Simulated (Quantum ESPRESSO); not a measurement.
# CuI (Marshite) (F-43m) in Quantum ESPRESSO: notebook

The runs below take CuI (Marshite) through phonons, dielectric tensor, with RPBE, vdW-DF-cx, LDA.

All numbers are computed with Quantum ESPRESSO 7.5; they aren't measurements. Logs are shortened: lines on timing, memory, paths and dates and some standing lists are left out, and cuts for length are marked.

**The experiment to reproduce.**

A printed reference work, data compilation reports, for a bulk crystal of CuI: high-frequency dielectric constant 4.84.

The results are compared with them further down.

**1. The crystal as given**

The structure is cubic, space group F-43m (No. 216). The conventional cell has a = 6.063 Å, b = 6.063 Å, c = 6.063 Å, α = 90.00°, β = 90.00°, γ = 90.00°. Around I (site symmetry -43m) lie 4 Cu at 2.63 Å. Cu (site symmetry -43m) has 4 I at 2.63 Å as nearest neighbours.

**2. Phonons, RPBE**

The input, pw.in:

```
&CONTROL
  calculation = 'scf'
  prefix = 'pwscf'
  outdir = './tmp'
  pseudo_dir = './pseudo'
  tprnfor = .true.
  tstress = .true.
  disk_io = 'low'
/
&SYSTEM
  ibrav = 0
  A = 4.28718841
  nat = 2
  ntyp = 2
  ecutwfc = 56
  ecutrho = 448
  nbnd = 20
  input_dft = 'rpbe'
  occupations = 'smearing'
  smearing = 'fd'
  degauss = 0.00367493
/
&ELECTRONS
  conv_thr = 4d-10
  electron_maxstep = 120
  mixing_beta = 0.5
/
ATOMIC_SPECIES
I    126.9045 i_pbe_v1.uspp.F.UPF
Cu    63.5460 cu_pbe_v1.2.uspp.F.UPF
CELL_PARAMETERS alat
   0.0000000000    0.7071067819    0.7071067819
   0.7071067819    0.0000000000    0.7071067819
   0.7071067819    0.7071067819    0.0000000000
ATOMIC_POSITIONS alat
I      0.0000000000    0.0000000000    0.0000000000
Cu     1.0606601729    1.0606601729    1.0606601729
K_POINTS automatic
4 4 4 1 1 1
```

The input, relax.in:

```
&CONTROL
  calculation = 'vc-relax'
  prefix = 'pwscf'
  outdir = './tmp'
  pseudo_dir = './pseudo'
  tprnfor = .true.
  tstress = .true.
  disk_io = 'low'
  nstep = 40
  forc_conv_thr = 0.0001
  etot_conv_thr = 1d-06
/
&SYSTEM
  ibrav = 0
  A = 4.28718841
  nat = 2
  ntyp = 2
  ecutwfc = 56
  ecutrho = 448
  nbnd = 20
  input_dft = 'rpbe'
  occupations = 'smearing'
  smearing = 'fd'
  degauss = 0.00367493
/
&ELECTRONS
  conv_thr = 4d-10
  electron_maxstep = 120
  mixing_beta = 0.5
/
&IONS
  ion_dynamics = 'bfgs'
/
&CELL
  cell_dynamics = 'bfgs'
  press = 0
  press_conv_thr = 0.2
/
ATOMIC_SPECIES
I    126.9045 i_pbe_v1.uspp.F.UPF
Cu    63.5460 cu_pbe_v1.2.uspp.F.UPF
CELL_PARAMETERS alat
   0.0000000000    0.7071067819    0.7071067819
   0.7071067819    0.0000000000    0.7071067819
   0.7071067819    0.7071067819    0.0000000000
ATOMIC_POSITIONS alat
I      0.0000000000    0.0000000000    0.0000000000
Cu     1.0606601729    1.0606601729    1.0606601729
K_POINTS automatic
4 4 4 1 1 1
```

The input, gamma.in:

```
&CONTROL
  calculation = 'bands'
  prefix = 'pwscf'
  outdir = './tmp'
  pseudo_dir = './pseudo'
  disk_io = 'low'
  verbosity = 'high'
/
&SYSTEM
  ibrav = 0
  A = 4.37241848
  nat = 2
  ntyp = 2
  ecutwfc = 56
  ecutrho = 448
  nbnd = 20
  input_dft = 'rpbe'
  occupations = 'smearing'
  smearing = 'fd'
  degauss = 0.00367493
/
&ELECTRONS
  conv_thr = 1d-08
  electron_maxstep = 120
  mixing_beta = 0.5
  diago_full_acc = .true.
  startingwfc = 'random'
/
ATOMIC_SPECIES
I    126.9045 i_pbe_v1.uspp.F.UPF
Cu    63.5460 cu_pbe_v1.2.uspp.F.UPF
CELL_PARAMETERS alat
   0.0000000000    0.7071067809    0.7071067809
   0.7071067809    0.0000000000    0.7071067809
   0.7071067809    0.7071067809    0.0000000000
ATOMIC_POSITIONS alat
I      0.0000000000    0.0000000000    0.0000000000
Cu     1.0606601714    1.0606601714    1.0606601714
K_POINTS crystal
1
0.0 0.0 0.0 1
```

The input, scf2.in:

```
&CONTROL
  calculation = 'scf'
  prefix = 'pwscf'
  outdir = './tmp'
  pseudo_dir = './pseudo'
  tprnfor = .true.
  tstress = .true.
  disk_io = 'low'
/
&SYSTEM
  ibrav = 0
  A = 4.37241848
  nat = 2
  ntyp = 2
  ecutwfc = 56
  ecutrho = 448
  nbnd = 20
  input_dft = 'rpbe'
  occupations = 'fixed'
/
&ELECTRONS
  conv_thr = 1d-13
  electron_maxstep = 120
  mixing_beta = 0.5
  startingpot = 'file'
/
ATOMIC_SPECIES
I    126.9045 i_pbe_v1.uspp.F.UPF
Cu    63.5460 cu_pbe_v1.2.uspp.F.UPF
CELL_PARAMETERS alat
   0.0000000000    0.7071067809    0.7071067809
   0.7071067809    0.0000000000    0.7071067809
   0.7071067809    0.7071067809    0.0000000000
ATOMIC_POSITIONS alat
I      0.0000000000    0.0000000000    0.0000000000
Cu     1.0606601714    1.0606601714    1.0606601714
K_POINTS automatic
4 4 4 1 1 1
```

The input, ph.in:

```
phonons of CuI
&INPUTPH
  prefix = 'pwscf'
  outdir = './tmp'
  tr2_ph = 1d-18
  fildyn = 'dyn'
  niter_ph = 90
  alpha_mix(1) = 0.7
  epsil = True
/
0.0000000000 0.0000000000 0.0000000000
```

The input, dynmat.in:

```
&INPUT
  fildyn = 'dyn'
  asr = 'crystal'
  lperm = .true.
  filout = 'dynmat.disp'
  fileig = 'dynmat.eig'
/
```

The input, dynmat_lo.in:

```
&INPUT
  fildyn = 'dyn'
  asr = 'crystal'
  filout = 'dynmat_lo.disp'
  fileig = 'dynmat_lo.eig'
  q(1) = 0
  q(2) = 0
  q(3) = 1
/
```

Potentials or basis: GBRV 1.5 PBE.

On the command line:

```sh
$ OMP_NUM_THREADS=1 mpirun -n 4 pw.x -nk 2 -in pw.in > pw.out
$ OMP_NUM_THREADS=1 mpirun -n 4 pw.x -nk 2 -in relax.in > relax.out
$ OMP_NUM_THREADS=1 mpirun -n 4 pw.x -in gamma.in > gamma.out
$ OMP_NUM_THREADS=1 mpirun -n 4 pw.x -nk 2 -in scf2.in > scf2.out
$ OMP_NUM_THREADS=1 mpirun -n 4 ph.x -nk 2 -in ph.in > ph.out
$ OMP_NUM_THREADS=1 mpirun -n 1 dynmat.x -in dynmat.in > dynmat.out
$ OMP_NUM_THREADS=1 mpirun -n 1 dynmat.x -in dynmat_lo.in > dynmat_lo.out
```

pw.out:

```text
This program is part of the open-source Quantum ESPRESSO suite
     for quantum simulation of materials; please cite
         "P. Giannozzi et al., J. Phys.:Condens. Matter 21 395502 (2009);
         "P. Giannozzi et al., J. Phys.:Condens. Matter 29 465901 (2017);
         "P. Giannozzi et al., J. Chem. Phys. 152 154105 (2020);
     in publications or presentations arising from this work. More details at

     IMPORTANT: XC functional enforced from input :
     Exchange-correlation= RPBE
                           (   1   4  44   4   0   0   0)
     Any further DFT definition will be discarded
     Please, verify this is what you really want

     Message from routine setup:
     using ibrav=0 with symmetry is DISCOURAGED, use correct ibrav instead

     K-points division:     npool     =       2
     Subspace diagonalization in iterative solution of the eigenvalue problem:
     a serial algorithm will be used

     --------------------
     sticks:   dense  smooth     PW     G-vecs:    dense   smooth      PW
     Min        1014     513    150                30042    10665    1738
     Max        1015     514    151                30045    10666    1741
     Sum        2029    1027    301                60087    21331    3479

     Using Slab Decomposition

     bravais-lattice index     =            0
     lattice parameter (alat)  =       8.1016  a.u.
     unit-cell volume          =     376.0099 (a.u.)^3
     number of atoms/cell      =            2
     number of atomic types    =            2
     number of electrons       =        26.00
     number of Kohn-Sham states=           20
     kinetic-energy cutoff     =      56.0000  Ry
     charge density cutoff     =     448.0000  Ry
     scf convergence threshold =      4.0E-10
     mixing beta               =       0.5000
     number of iterations used =            8  plain     mixing
     Exchange-correlation= RPBE
                           (   1   4  44   4   0   0   0)

     celldm(1)=   8.101612  celldm(2)=   0.000000  celldm(3)=   0.000000
     celldm(4)=   0.000000  celldm(5)=   0.000000  celldm(6)=   0.000000

     crystal axes: (cart. coord. in units of alat)
               a(1) = (   0.000000   0.707107   0.707107 )
               a(2) = (   0.707107   0.000000   0.707107 )
               a(3) = (   0.707107   0.707107   0.000000 )

     reciprocal axes: (cart. coord. in units 2 pi/alat)
               b(1) = ( -0.707107  0.707107  0.707107 )
               b(2) = (  0.707107 -0.707107  0.707107 )
               b(3) = (  0.707107  0.707107 -0.707107 )

     PseudoPot. # 1 for I  read from file:
     i_pbe_v1.uspp.F.UPF
     Pseudo is Ultrasoft + core correction, Zval =  7.0
     Generated by new atomic code, or converted to UPF format
     Using radial grid of  893 points,  6 beta functions with:
                l(1) =   0
                l(2) =   0
                l(3) =   1
                l(4) =   1
                l(5) =   2
                l(6) =   2
     Q(r) pseudized with  8 coefficients,  rinner =    1.500   1.500   1.500
                                                       1.500   1.500

     PseudoPot. # 2 for Cu read from file:
     cu_pbe_v1.2.uspp.F.UPF
     Pseudo is Ultrasoft + core correction, Zval = 19.0
     Generated by new atomic code, or converted to UPF format
     Using radial grid of  867 points,  6 beta functions with:
                l(1) =   0
                l(2) =   0
                l(3) =   1
                l(4) =   1
                l(5) =   2
                l(6) =   2
     Q(r) pseudized with  8 coefficients,  rinner =    1.150   1.150   1.150
                                                       1.150   1.150

     atomic species   valence    mass     pseudopotential
     I                 7.00   126.90450     I ( 1.00)
     Cu               19.00    63.54600     Cu( 1.00)

     24 Sym. Ops. (no inversion) found

   Cartesian axes

     site n.     atom                  positions (alat units)
         1        I      tau(   1) = (   0.0000000   0.0000000   0.0000000  )
         2        Cu     tau(   2) = (   1.0606602   1.0606602   1.0606602  )

     number of k points=    10  Fermi-Dirac smearing, width (Ry)=  0.0037
                       cart. coord. in units 2pi/alat
        k(    1) = (   0.0883883   0.0883883   0.0883883), wk =   0.0625000
        k(    2) = (   0.2651650   0.2651650  -0.0883883), wk =   0.1875000
        k(    3) = (  -0.2651650  -0.2651650   0.4419417), wk =   0.1875000
        k(    4) = (  -0.0883883  -0.0883883   0.2651650), wk =   0.1875000
        k(    5) = (   0.4419417   0.0883883   0.0883883), wk =   0.1875000
        k(    6) = (  -0.0883883  -0.4419417   0.6187184), wk =   0.3750000
        k(    7) = (   0.0883883  -0.2651650   0.4419417), wk =   0.3750000
        k(    8) = (  -0.6187184   0.0883883   0.0883883), wk =   0.1875000
        k(    9) = (   0.2651650   0.2651650   0.2651650), wk =   0.0625000
        k(   10) = (  -0.2651650  -0.2651650   0.7954951), wk =   0.1875000

     Dense  grid:    60087 G-vectors     FFT dimensions: (  60,  60,  60)

     Smooth grid:    21331 G-vectors     FFT dimensions: (  40,  40,  40)

     Initial potential from superposition of free atoms

     starting charge      24.9999, renormalised to      26.0000
     Starting wfcs are   17 randomized atomic wfcs +    3 random wfcs

     Self-consistent Calculation

     iteration #  1     ecut=    56.00 Ry     beta= 0.50
     Davidson diagonalization with overlap
     ethr =  1.00E-02,  avg # of iterations =  7.7

     total energy              =    -468.99168638 Ry
     estimated scf accuracy    <       1.19027330 Ry

     iteration #  2     ecut=    56.00 Ry     beta= 0.50
     Davidson diagonalization with overlap
     ethr =  4.58E-03,  avg # of iterations =  3.1

     total energy              =    -469.40541296 Ry
     estimated scf accuracy    <       2.01032674 Ry

     iteration #  3     ecut=    56.00 Ry     beta= 0.50
     Davidson diagonalization with overlap
     ethr =  4.58E-03,  avg # of iterations =  2.0

     total energy              =    -469.58004005 Ry
     estimated scf accuracy    <       0.11330639 Ry

     iteration #  4     ecut=    56.00 Ry     beta= 0.50
     Davidson diagonalization with overlap
     ethr =  4.36E-04,  avg # of iterations =  3.4

     total energy              =    -469.60744097 Ry
     estimated scf accuracy    <       0.03715475 Ry

     iteration #  5     ecut=    56.00 Ry     beta= 0.50
     Davidson diagonalization with overlap
     ethr =  1.43E-04,  avg # of iterations =  3.2

     total energy              =    -469.61928975 Ry
     estimated scf accuracy    <       0.00943988 Ry

     iteration #  6     ecut=    56.00 Ry     beta= 0.50
     Davidson diagonalization with overlap
     ethr =  3.63E-05,  avg # of iterations =  1.1

     total energy              =    -469.61845128 Ry
     estimated scf accuracy    <       0.00565658 Ry

     iteration #  7     ecut=    56.00 Ry     beta= 0.50
     Davidson diagonalization with overlap
     ethr =  2.18E-05,  avg # of iterations =  1.0
[... 74 lines left out ...]
     iteration # 18     ecut=    56.00 Ry     beta= 0.50
     Davidson diagonalization with overlap
     ethr =  6.13E-09,  avg # of iterations =  1.7

     total energy              =    -469.61867396 Ry
     estimated scf accuracy    <       0.00000014 Ry

     iteration # 19     ecut=    56.00 Ry     beta= 0.50
     Davidson diagonalization with overlap
     ethr =  5.50E-10,  avg # of iterations =  2.9

     total energy              =    -469.61867401 Ry
     estimated scf accuracy    <          5.3E-09 Ry

     iteration # 20     ecut=    56.00 Ry     beta= 0.50
     Davidson diagonalization with overlap
     ethr =  2.03E-11,  avg # of iterations =  2.6

     total energy              =    -469.61867401 Ry
     estimated scf accuracy    <          2.0E-09 Ry

     iteration # 21     ecut=    56.00 Ry     beta= 0.50
     Davidson diagonalization with overlap
     ethr =  7.55E-12,  avg # of iterations =  3.1

     total energy              =    -469.61867402 Ry
     estimated scf accuracy    <          3.1E-09 Ry

     iteration # 22     ecut=    56.00 Ry     beta= 0.50
     Davidson diagonalization with overlap
     ethr =  7.55E-12,  avg # of iterations =  2.0

     End of self-consistent calculation

          k = 0.0884 0.0884 0.0884 (  2698 PWs)   bands (ev):

  -104.7688 -62.1996 -62.1996 -62.1996  -7.2909   2.7187   3.0175   3.0175
     4.8489   4.8489   6.0778   6.5587   6.5587   8.5899  11.5094  11.7826
    11.7826  15.6988  15.6988  15.8150

          k = 0.2652 0.2652-0.0884 (  2662 PWs)   bands (ev):

  -104.7688 -62.1997 -62.1996 -62.1996  -6.9885   1.7768   2.8360   3.0524
     4.8176   4.8782   5.2729   5.7650   6.2621   9.5742  11.9586  12.2700
    12.5176  14.9299  16.3924  17.1750

          k =-0.2652-0.2652 0.4419 (  2658 PWs)   bands (ev):

  -104.7688 -62.1998 -62.1996 -62.1996  -6.7898   1.1975   2.8260   3.0106
     4.8408   4.8874   4.9549   5.7319   5.8377   9.4814  11.7065  12.5675
    14.0115  16.0377  17.2829  17.7217

          k =-0.0884-0.0884 0.2652 (  2662 PWs)   bands (ev):

  -104.7688 -62.1997 -62.1996 -62.1996  -7.1196   2.1835   2.9752   2.9845
     4.8017   4.8777   5.5999   6.1007   6.1915   9.5111  10.9230  12.5160
    12.6355  14.4470  16.3847  16.9719

          k = 0.4419 0.0884 0.0884 (  2664 PWs)   bands (ev):

  -104.7688 -62.1997 -62.1996 -62.1996  -6.8587   1.5889   2.8307   2.9403
     4.7596   4.9125   5.2234   5.5936   5.6166   9.9132  10.4831  13.1347
    13.9498  15.3888  17.5077  18.7471

          k =-0.0884-0.4419 0.6187 (  2657 PWs)   bands (ev):

  -104.7688 -62.1998 -62.1997 -62.1997  -6.6551   1.4414   2.2744   2.8889
     4.7654   4.8607   4.9808   5.1783   5.4830  10.4185  11.3721  12.9038
    14.4087  15.7847  18.0278  18.7817

          k = 0.0884-0.2652 0.4419 (  2663 PWs)   bands (ev):

  -104.7688 -62.1997 -62.1997 -62.1996  -6.7962   1.4803   2.5674   2.9914
     4.8095   4.8718   5.0635   5.4170   5.8178  10.2216  11.4572  12.3428
    13.7560  15.5677  17.4647  18.3445

          k =-0.6187 0.0884 0.0884 (  2664 PWs)   bands (ev):

  -104.7688 -62.1998 -62.1997 -62.1997  -6.6584   1.2230   2.6955   2.9108
     4.7810   4.9237   4.9544   5.2667   5.3060   9.6718  10.1852  14.6680
    15.3642  16.4592  18.0875  19.0823

          k = 0.2652 0.2652 0.2652 (  2671 PWs)   bands (ev):

  -104.7688 -62.1997 -62.1996 -62.1996  -6.9048   1.3517   3.0300   3.0300
     4.8666   4.8666   5.0538   6.0706   6.0706   8.9559  12.1659  12.1659
    13.6818  15.5320  16.4276  16.4276

          k =-0.2652-0.2652 0.7955 (  2661 PWs)   bands (ev):

  -104.7688 -62.1998 -62.1997 -62.1996  -6.7117   1.4356   2.2876   3.0056
     4.7727   4.8521   5.0401   5.2890   5.7185  10.0635  11.8285  13.3794
    13.7418  15.4430  16.1357  18.6896

     the Fermi energy is     7.6031 ev

!    total energy              =    -469.61867402 Ry
     estimated scf accuracy    <          2.0E-10 Ry
     smearing contrib. (-TS)   =      -0.00000000 Ry
     internal energy E=F+TS    =    -469.61867402 Ry

     The total energy is F=E-TS. E is the sum of the following terms:
     one-electron contribution =    -417.52307004 Ry
     hartree contribution      =     218.09197228 Ry
     xc contribution           =     -87.50156686 Ry
     ewald contribution        =    -182.68600940 Ry

     convergence has been achieved in  22 iterations

     Forces acting on atoms (cartesian axes, Ry/au):

     atom    1 type  1   force =    -0.00000000   -0.00000000   -0.00000000
     atom    2 type  2   force =     0.00000000    0.00000000    0.00000000

     Total force =     0.000000     Total SCF correction =     0.000000

     Computing stress (Cartesian axis) and pressure

          total   stress  (Ry/bohr**3)                   (kbar)     P=       22.60
   0.00015366   0.00000000   0.00000000           22.60        0.00        0.00
   0.00000000   0.00015366  -0.00000000            0.00       22.60       -0.00
   0.00000000   0.00000000   0.00015366            0.00        0.00       22.60

=------------------------------------------------------------------------------=
   JOB DONE.
=------------------------------------------------------------------------------=
```

Run time: 7.7 min. Hardware: 4 MPI ranks of Intel Xeon at 2.50GHz (Skylake/Cascade Lake), shared host; peak memory 0.52 GiB.

What came out:

```
Free energy                                             : -6389.5138 eV
Relaxed volume                                          : 29.55 Å³/atom
Relaxed cell                                            : a = 4.372 Å, b = 4.372 Å, c = 4.372 Å, α = 60.00°, β = 60.00°, γ = 60.00°
Space group after relaxing (to 0.05 Å)                  : F-43m (No. 216)
Pressure after relaxing                                 : 0.1 GPa
Electronic dielectric tensor (diagonal)                 : 6.06
Born charges (mean of the diagonal)                     : I -1.18; Cu +1.15 e
Highest phonon frequency at Γ, LO-TO splitting left out : 106 cm⁻¹
Static dielectric tensor (diagonal)                     : 8.41
```

The path:
```
step  energy change (eV)  largest force (eV/Å)  pressure (GPa)  volume (Å³)
   1              0.0000                0.0000            2.26        55.72
   2             -0.0082                0.0000            1.79        56.36
   3             -0.0150                0.0000            1.28        57.08
   4             -0.0212                0.0000            0.56        58.16
   5             -0.0228                0.0000            0.04        59.04
   6             -0.0228                0.0000            0.01        59.11
```

Final structure:
```
I Cu
1.0
     0.00000    3.09177    3.09177
     3.09177    0.00000    3.09177
     3.09177    3.09177    0.00000
I Cu
1 1
Direct
  0.00000 0.00000 0.00000
  0.75000 0.75000 0.75000
```

Levels at points of the mesh, in eV from the valence-band top:
```
           k point  band 10  band 11  band 12  band 13  band 14  band 15  band 16  band 17
(0.12, 0.12, 0.12)    -1.50    -0.43     0.00     0.00     1.85     4.96     5.25     5.25
```

Phonon frequencies in cm⁻¹ (negative: imaginary):
```
              q point        frequencies
(0.000, 0.000, 0.000)  1 1 1 106 106 106
```

Electronic dielectric tensor:
```
6.06 0.00 0.00
0.00 6.06 0.00
0.00 0.00 6.06
```

Born effective charge tensors (e):
atom 1, I
```
-1.18  0.00  0.00
 0.00 -1.18  0.00
 0.00  0.00 -1.18
```
atom 2, Cu
```
1.15 0.00 0.00
0.00 1.15 0.00
0.00 0.00 1.15
```

Optical modes at Γ, degenerate ones joined, polar ones without the macroscopic field:
```csv
cm⁻¹,components,symmetry,active in,"IR intensity, summed ((D/Å)²/amu)"
106,3,T2,IR and Raman,2.21
```

Zone-centre frequencies without and with the macroscopic field along z (cm⁻¹):
```csv
,optical modes in rising order
without,106 106 106
with the field,106 106 125
```

Static dielectric tensor, electrons and zone-centre modes:
```
8.41 0.00 0.00
0.00 8.41 0.00
0.00 0.00 8.41
```

Caveat: the mesh is thin for the dielectric tensor, Born charges and intensities, which usually come out too large; the potentials were made for another functional, which shifts forces and pressure.

(Part 1 of 3 ends here.)
